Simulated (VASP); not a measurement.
# Pb (Fd-3m) in VASP: reference runs

Reference runs on Pb: the cell as given and a disturbed copy.

Everything below comes from runs of VASP 6.6.1. Logs are shortened: lines on timing, memory, paths and dates and some standing lists are left out, and cuts for length are marked.

### 1 The crystal as given

Symmetry: Fd-3m, No. 227, cubic system. Conventional cell: a = 6.878 Å, b = 6.878 Å, c = 6.878 Å, α = 90.00°, β = 90.00°, γ = 90.00°. Pb (site symmetry -43m) has 4 Pb at 2.98 Å as nearest neighbours.

This isn't the form of Pb at room conditions, which is fcc.

### 2 Single point, PBEsol

File INCAR:

```
ALGO = Normal
EDIFF = 1E-7
ENCUT = 520
GGA = PS
ISIF = 2
ISMEAR = -1
LASPH = True
LCHARG = False
LREAL = False
LWAVE = False
NBANDS = 21
NELM = 60
PREC = Accurate
SIGMA = 0.05
```

File KPOINTS:

```
k-points
0
Gamma
  7 7 7
```

File POSCAR:

```
Pb
1.0
    0.0000000000      3.4390000555      3.4390000555
    3.4390000555      0.0000000000      3.4390000555
    3.4390000555      3.4390000555      0.0000000000
Pb
2
Direct
    0.2500000000      0.2500000000      0.2500000000
    0.0000000000      0.0000000000      0.0000000000
```

Potentials or basis: VASP PAW PBE potentials, release 64 (Pb_d).

Run with:

```sh
$ cat potpaw_PBE.64/Pb_d/POTCAR > POTCAR
$ mpirun -np 1 vasp_std > vasp.out
```

OUTCAR:

```text
EDIFF = 1E-7
   ENCUT = 520
   GGA = PS
   ISIF = 2
   ISMEAR = -1
   LASPH = True
   LREAL = False
   NELM = 60
   PREC = Accurate

 ion  position               nearest neighbor table
   1  0.250  0.250  0.250-   2 2.98   2 2.98   2 2.98   2 2.98
   2  0.000  0.000  0.000-   1 2.98   1 2.98   1 2.98   1 2.98

  LATTYP: Found a face centered cubic cell.
 ALAT       =     6.8780001110

  Lattice vectors:

 A1 = (   0.0000000000,   3.4390000555,   3.4390000555)
 A2 = (   3.4390000555,   0.0000000000,   3.4390000555)
 A3 = (   3.4390000555,   3.4390000555,   0.0000000000)

Analysis of symmetry for initial positions (statically):
=====================================================================
 Subroutine PRICEL returns:
 Original cell was already a primitive cell.

 Routine SETGRP: Setting up the symmetry group for a
 face centered cubic supercell.

 Subroutine GETGRP returns: Found 48 space group operations
 (whereof 24 operations were pure point group operations)
 out of a pool of 48 trial point group operations.

The static configuration has the point symmetry T_d .
 The point group associated with its full space group is O_h .

Analysis of symmetry for dynamics (positions and initial velocities):
=====================================================================
 Subroutine PRICEL returns:
 Original cell was already a primitive cell.

 Routine SETGRP: Setting up the symmetry group for a
 face centered cubic supercell.

 Subroutine GETGRP returns: Found 48 space group operations
 (whereof 24 operations were pure point group operations)
 out of a pool of 48 trial point group operations.

The dynamic configuration has the point symmetry T_d .
 The point group associated with its full space group is O_h .

 Subroutine INISYM returns: Found 48 space group operations
 (whereof 24 operations are pure point group operations),
 and found     1 'primitive' translations

----------------------------------------------------------------------------------------

                                     Primitive cell

  volume of cell :      81.3442

  direct lattice vectors                    reciprocal lattice vectors
     0.000000000  3.439000056  3.439000056    -0.145391100  0.145391100  0.145391100
     3.439000056  0.000000000  3.439000056     0.145391100 -0.145391100  0.145391100
     3.439000056  3.439000056  0.000000000     0.145391100  0.145391100 -0.145391100

  length of vectors
     4.863480519  4.863480519  4.863480519     0.251824772  0.251824772  0.251824772

  position of ions in fractional coordinates (direct lattice)
     0.250000000  0.250000000  0.250000000
     0.000000000  0.000000000  0.000000000

  ion indices of the primitive-cell ions
   primitive index   ion index
                 1           1
                 2           2

----------------------------------------------------------------------------------------

 KPOINTS: k-points

Automatic generation of k-mesh.
 Grid dimensions read from file:
 generate k-points for:    7    7    7

 Generating k-lattice:

  Cartesian coordinates                     Fractional coordinates (reciprocal lattice)
    -0.020770157  0.020770157  0.020770157     0.142857143  0.000000000  0.000000000
     0.020770157 -0.020770157  0.020770157     0.000000000  0.142857143  0.000000000
     0.020770157  0.020770157 -0.020770157     0.000000000  0.000000000  0.142857143

  Length of vectors
     0.035974967  0.035974967  0.035974967

  Shift w.r.t. Gamma in fractional coordinates (k-lattice)
     0.000000000  0.000000000  0.000000000

 Subroutine IBZKPT returns following result:
 ===========================================

 Found     20 irreducible k-points:

 Following reciprocal coordinates:
            Coordinates               Weight
  0.000000  0.000000  0.000000      1.000000
  0.142857  0.000000  0.000000      8.000000
  0.285714  0.000000  0.000000      8.000000
  0.428571  0.000000  0.000000      8.000000
  0.142857  0.142857  0.000000      6.000000
  0.285714  0.142857  0.000000     24.000000
[... 12 lines left out ...]
 -0.428571  0.428571  0.142857     24.000000
 -0.285714  0.428571  0.142857     24.000000
   k-points           NKPTS =     20   k-points in BZ     NKDIM =     20   number of bands    NBANDS=     21
   number of dos      NEDOS =    301   number of ions     NIONS =      2
   total plane-waves  NPLWV =  46656
   dimension x,y,z NGX =    36 NGY =   36 NGZ =   36
   dimension x,y,z NGXF=    72 NGYF=   72 NGZF=   72
   ions per type =               2
   NGX,Y,Z   is equivalent  to a cutoff of  12.31, 12.31, 12.31 a.u.
   NGXF,Y,Z  is equivalent  to a cutoff of  24.61, 24.61, 24.61 a.u.
 SYSTEM =  unknown system
   PREC   = accura    normal or accurate (medium, high low for compatibility)
   ISTART =      0    job   : 0-new  1-cont  2-samecut
   ICHARG =      2    charge: 1-file 2-atom 10-const
   ISPIN  =      1    spin polarized calculation?
   LNONCOLLINEAR =      F non collinear calculations
   LSORBIT =      F    spin-orbit coupling
   LASPH  =      T    aspherical Exc in radial PAW
   ENCUT  =  520.0 eV  38.22 Ry    6.18 a.u.   9.04  9.04  9.04*2*pi/ulx,y,z
   NELM   =     60;   NELMIN=  2; NELMDL= -5     # of ELM steps
   EDIFF  = 0.1E-06   stopping-criterion for ELM
   LREAL  =      F    real-space projection
   EDIFFG = 0.1E-05   stopping-criterion for IOM
   NSW    =      0    number of steps for IOM
   IBRION =     -1    ionic relax: 0-MD 1-quasi-New 2-CG
   NFREE  =      0    steps in history (QN), initial steepest desc. (CG)
   ISIF   =      2    stress and relaxation
   ISYM   =      2    0-nonsym 1-usesym 2-fastsym
   POTIM  = 0.5000    time-step for ionic-motion
   TEBEG  =    0.0;   TEEND  =   0.0 temperature during run
   PSTRESS=    0.0 pullay stress
   NELECT =      28.0000    total number of electrons
   NUPDOWN=      -1.0000    fix difference up-down
   EMIN   =  10.00;   EMAX   =-10.00  energy-range for DOS
   EFERMI =   0.00;   METHOD = LEGACY
   ISMEAR =    -1;   SIGMA  =   0.05  broadening in eV -4-tet -1-fermi 0-gaus
   EFERMI_NEDOS =   21; number of points for ismear=-14 and -15
   IALGO  =     38    algorithm
   IMIX   =      4    mixing-type and parameters
     AMIX     =   0.40;   BMIX     =  1.00
     AMIX_MAG =   1.60;   BMIX_MAG =  1.00
  volume/ion in A,a.u.               =      40.67       274.47
  Fermi-wavevector in a.u.,A,eV,Ry     =   1.147322  2.168124 17.909999  1.316348
  Thomas-Fermi vector in A             =   2.284002
   LORBIT       =      0    0 simple, 1 ext, 2 COOP (PROOUT), +10 PAW based schemes
   GGA     = PS    functional components
   LHFCALC =     F    Hartree Fock is set to
   AEXX    =    0.0000 exact exchange contribution
   IVDW    =     0    specifies the selected vdW correction
   LEPSILON=     F    determine dielectric tensor
   LRPA    =     F    only Hartree local field effects (RPA)
 non-spin polarized calculation
  energy-cutoff  :      520.00
  volume of cell :       81.34
 maximum number of plane-waves:      2213
   NGX = 19   NGY = 19   NGZ = 19

 number of electron      28.0000001 magnetization

 Free energy of the ion-electron system (eV)
  ---------------------------------------------------
  ext. energy  EPLUGINS =         0.00000000
  ---------------------------------------------------
  free energy    TOTEN  =        -7.34906280 eV

  energy without entropy =       -7.34295475  energy(sigma->0) =       -7.34600877

 E-fermi :   4.1660     XC(G=0):  -8.6175

 val. band max:        4.1354535048   @ k =  -0.1429   0.1429   0.0000
 cond. band min:       4.1836887482   @ k =   0.1429   0.0000   0.0000
 fundamental gap:      0.0482352434
 Fermi energy:         4.1659577805

 k-point     1 :       0.0000    0.0000    0.0000
  band No.  band energies     occupation
      1     -12.9635      2.00000
      2     -12.9635      2.00000
      3     -12.9635      2.00000
      4     -12.8853      2.00000
      5     -12.8853      2.00000
      6     -12.4526      2.00000
[... 13 lines left out ...]
     20      12.0981      0.00000
     21      12.0981      0.00000

 k-point     2 :       0.1429    0.0000    0.0000
  band No.  band energies     occupation
      1     -12.9820      2.00000
      2     -12.9820      2.00000
      3     -12.9589      2.00000
      4     -12.8583      2.00000
      5     -12.8583      2.00000
      6     -12.4835      2.00000
[... 13 lines left out ...]
     20      11.3726      0.00000
     21      11.3726      0.00000

 k-point     3 :       0.2857    0.0000    0.0000
  band No.  band energies     occupation
      1     -13.0028      2.00000
      2     -13.0028      2.00000
      3     -12.9481      2.00000
      4     -12.8210      2.00000
      5     -12.8210      2.00000
      6     -12.5143      2.00000
[... 13 lines left out ...]
     20      11.3546      0.00000
     21      11.3546      0.00000

 k-point     4 :       0.4286    0.0000    0.0000
  band No.  band energies     occupation
      1     -13.0113      2.00000
      2     -13.0113      2.00000
      3     -12.9390      2.00000
      4     -12.8030      2.00000
      5     -12.8030      2.00000
      6     -12.5266      2.00000
[... 13 lines left out ...]
     20      12.2543      0.00000
     21      12.2543      0.00000

 k-point     5 :       0.1429    0.1429    0.0000
  band No.  band energies     occupation
      1     -12.9795      2.00000
      2     -12.9781      2.00000
      3     -12.9781      2.00000
      4     -12.8623      2.00000
      5     -12.8292      2.00000
      6     -12.5423      2.00000
[... 13 lines left out ...]
     20      10.2357      0.00000
     21      12.5692      0.00000
[... 286 lines left out ...]
     20      11.8074      0.00000
     21      12.5804      0.00000

 k-point    18 :      -0.4286    0.2857    0.1429
  band No.  band energies     occupation
      1     -13.0537      2.00000
      2     -13.0339      2.00000
      3     -12.8729      2.00000
      4     -12.7598      2.00000
      5     -12.7159      2.00000
      6     -12.6585      2.00000
[... 13 lines left out ...]
     20      12.1867      0.00000
     21      12.6453      0.00000

 k-point    19 :      -0.4286    0.4286    0.1429
  band No.  band energies     occupation
      1     -13.0472      2.00000
      2     -13.0444      2.00000
      3     -12.8629      2.00000
      4     -12.7659      2.00000
      5     -12.7100      2.00000
      6     -12.6349      2.00000
[... 13 lines left out ...]
     20      12.5211      0.00000
     21      13.8099      0.00000

 k-point    20 :      -0.2857    0.4286    0.1429
  band No.  band energies     occupation
      1     -13.0632      2.00000
      2     -13.0456      2.00000
      3     -12.8302      2.00000
      4     -12.7357      2.00000
      5     -12.6968      2.00000
      6     -12.6530      2.00000
[... 13 lines left out ...]
     20      12.6744      0.00000
     21      13.8195      0.00000

------------------------ aborting loop because EDIFF is reached ----------------------------------------

  FORCE on cell =-STRESS in cart. coord.  units (eV):
  Direction    XX          YY          ZZ          XY          YZ          ZX
  --------------------------------------------------------------------------------------
  -------------------------------------------------------------------------------------
  Total        0.1945119      0.1945119      0.1945119     -0.0000000      0.0000000      0.0000000
  in kB        3.8311595      3.8311595      3.8311595     -0.0000000      0.0000000      0.0000000
  external PRESSURE =       3.8311595 kB  Pullay stress =       0.0000000 kB

 VOLUME and BASIS-vectors are now :
 -----------------------------------------------------------------------------
  energy-cutoff  :      520.00
  volume of cell :       81.34
      direct lattice vectors                 reciprocal lattice vectors
     0.000000000  3.439000056  3.439000056    -0.145391100  0.145391100  0.145391100
     3.439000056  0.000000000  3.439000056     0.145391100 -0.145391100  0.145391100
     3.439000056  3.439000056  0.000000000     0.145391100  0.145391100 -0.145391100

 POSITION                                       TOTAL-FORCE (eV/Angst)
 -----------------------------------------------------------------------------------
      1.71950      1.71950      1.71950         0.000000      0.000000      0.000000
      0.00000      0.00000      0.00000        -0.000000     -0.000000     -0.000000
 -----------------------------------------------------------------------------------
    total drift:                                0.000000      0.000000      0.000000

  FREE ENERGIE OF THE ION-ELECTRON SYSTEM (eV)
  ---------------------------------------------------
  free  energy   TOTEN  =        -7.3490627977 eV

  energy  without entropy=       -7.3429547496  energy(sigma->0) =       -7.34600877
```

Run time: 25 s. Hardware: 1 thread of Intel Xeon Platinum 8259CL at 2.50GHz (Skylake/Cascade Lake), shared host; peak memory 0.2 GiB.

What came out:

```
Free energy            : -7.3491 eV
Pressure               : 0.4 GPa
Band gap on the k mesh : none (metal or under the smearing width)
```

Caveat: the PAW data sets were made with another functional, which shifts forces and pressure a little. The run has no spin-orbit coupling, so splittings on Pb are missing.

### 3 Single point, PBEsol (atoms moved at random, drawn with an rms of 0.05 Å)

INCAR is that of step 2.

KPOINTS is that of step 2.

File POSCAR:

```
Pb
1.0
    0.0000000000      3.4390000555      3.4390000555
    3.4390000555      0.0000000000      3.4390000555
    3.4390000555      3.4390000555      0.0000000000
Pb
2
Direct
    0.2423290000      0.2487010000      0.2487110000
    0.0096820000     -0.0173760000      0.0178080000
```

Potentials or basis: VASP PAW PBE potentials, release 64 (Pb_d).

Run with:

```sh
$ cat potpaw_PBE.64/Pb_d/POTCAR > POTCAR
$ mpirun -np 1 vasp_std > vasp.out
```

OUTCAR:

```text
EDIFF = 1E-7
   ENCUT = 520
   GGA = PS
   ISIF = 2
   ISMEAR = -1
   LASPH = True
   LREAL = False
   NELM = 60
   PREC = Accurate

 ion  position               nearest neighbor table
   1  0.242  0.249  0.249-   2 2.90   2 2.92   2 3.05   2 3.06
   2  0.010  0.983  0.018-   1 2.90   1 2.92   1 3.05   1 3.06

  LATTYP: Found a face centered cubic cell.
 ALAT       =     6.8780001110

  Lattice vectors:

 A1 = (   0.0000000000,   3.4390000555,   3.4390000555)
 A2 = (   3.4390000555,   0.0000000000,   3.4390000555)
 A3 = (   3.4390000555,   3.4390000555,   0.0000000000)

Analysis of symmetry for initial positions (statically):
=====================================================================
 Subroutine PRICEL returns:
 Original cell was already a primitive cell.

 Routine SETGRP: Setting up the symmetry group for a
 face centered cubic supercell.

 Subroutine GETGRP returns: Found  2 space group operations
 (whereof  1 operations were pure point group operations)
 out of a pool of 48 trial point group operations.
[... 159 lines left out ...]
  ext. energy  EPLUGINS =         0.00000000
  ---------------------------------------------------
  free energy    TOTEN  =        -7.31207119 eV

  energy without entropy =       -7.30851720  energy(sigma->0) =       -7.31029419

 E-fermi :   4.1322     XC(G=0):  -8.6180

 val. band max:        4.1310195270   @ k =   0.1429   0.0000   0.0000
 cond. band min:       4.1535815329   @ k =   0.0000  -0.1429   0.1429
 fundamental gap:      0.0225620059
 Fermi energy:         4.1322360787

 k-point     1 :       0.0000    0.0000    0.0000
  band No.  band energies     occupation
      1     -13.0178      2.00000
      2     -12.9847      2.00000
      3     -12.9216      2.00000
      4     -12.8984      2.00000
      5     -12.8917      2.00000
      6     -12.4868      2.00000
[... 565 lines left out ...]
     20      10.9727      0.00000
     21      12.1587      0.00000

 [... further k-points ...]

------------------------ aborting loop because EDIFF is reached ----------------------------------------

  FORCE on cell =-STRESS in cart. coord.  units (eV):
  Direction    XX          YY          ZZ          XY          YZ          ZX
  --------------------------------------------------------------------------------------
  -------------------------------------------------------------------------------------
  Total        0.3531864      0.1609956      0.3550753      0.0505362      0.0826393      0.8452822
  in kB        6.9564559      3.1710126      6.9936595      0.9953752      1.6276852     16.6489074
  external PRESSURE =       5.7070427 kB  Pullay stress =       0.0000000 kB

 VOLUME and BASIS-vectors are now :
 -----------------------------------------------------------------------------
  energy-cutoff  :      520.00
  volume of cell :       81.34
      direct lattice vectors                 reciprocal lattice vectors
     0.000000000  3.439000056  3.439000056    -0.145391100  0.145391100  0.145391100
     3.439000056  0.000000000  3.439000056     0.145391100 -0.145391100  0.145391100
     3.439000056  3.439000056  0.000000000     0.145391100  0.145391100 -0.145391100

 POSITION                                       TOTAL-FORCE (eV/Angst)
 -----------------------------------------------------------------------------------
      1.71060      1.68869      1.68865         0.058834      0.610681      0.036902
      3.44049      0.09454      3.41254        -0.058834     -0.610681     -0.036902
 -----------------------------------------------------------------------------------
    total drift:                               -0.000005      0.000013     -0.000011

  FREE ENERGIE OF THE ION-ELECTRON SYSTEM (eV)
  ---------------------------------------------------
  free  energy   TOTEN  =        -7.3120711858 eV

  energy  without entropy=       -7.3085172000  energy(sigma->0) =       -7.31029419
```

OSZICAR:

```text
N       E                     dE             d eps       ncg     rms          rms(c)
DAV:   1     0.292676965473E+03    0.29268E+03   -0.13742E+04  7224   0.146E+03
DAV:   2     0.145168046769E+02   -0.27816E+03   -0.27220E+03  7269   0.393E+02
DAV:   3    -0.656341059458E+01   -0.21080E+02   -0.20938E+02  8787   0.136E+02
DAV:   4    -0.732050310485E+01   -0.75709E+00   -0.75686E+00  8438   0.309E+01
DAV:   5    -0.736468004800E+01   -0.44177E-01   -0.44176E-01 10998   0.657E+00    0.158E+00
DAV:   6    -0.732741442947E+01    0.37266E-01   -0.37671E-02 10183   0.274E+00    0.881E-01
DAV:   7    -0.731152929522E+01    0.15885E-01   -0.31662E-02  9990   0.231E+00    0.166E-01
DAV:   8    -0.731189892612E+01   -0.36963E-03   -0.51232E-03  8634   0.852E-01    0.390E-02
DAV:   9    -0.731206579777E+01   -0.16687E-03   -0.36365E-04  8236   0.246E-01    0.184E-02
DAV:  10    -0.731206922523E+01   -0.34275E-05   -0.44709E-05  8698   0.868E-02    0.464E-03
DAV:  11    -0.731207122017E+01   -0.19949E-05   -0.53772E-06  9691   0.215E-02    0.761E-04
DAV:  12    -0.731207118576E+01    0.34408E-07   -0.33848E-07  7578   0.617E-03
   1 F= -.73120712E+01 E0= -.73102942E+01  d E =-.355399E-02
```

It took 2.8 min on 1 thread of Intel Xeon Platinum 8259CL at 2.50GHz (Skylake/Cascade Lake), shared host; peak memory 0.36 GiB.

What came out:

| Item | Value |
| --- | --- |
| Free energy | -7.3121 eV |
| Pressure | 0.6 GPa |
| Largest force | 0.615 eV/Å |
| Band gap on the k mesh | none (metal or under the smearing width) |

Forces in eV/Å, atoms in the order of the input:
```
Pb   0.059  0.611  0.037
Pb  -0.059 -0.611 -0.037
```

Caveat: the PAW data sets were made with another functional, which shifts forces and pressure a little. Spin-orbit coupling is left out, which matters for the levels of Pb.
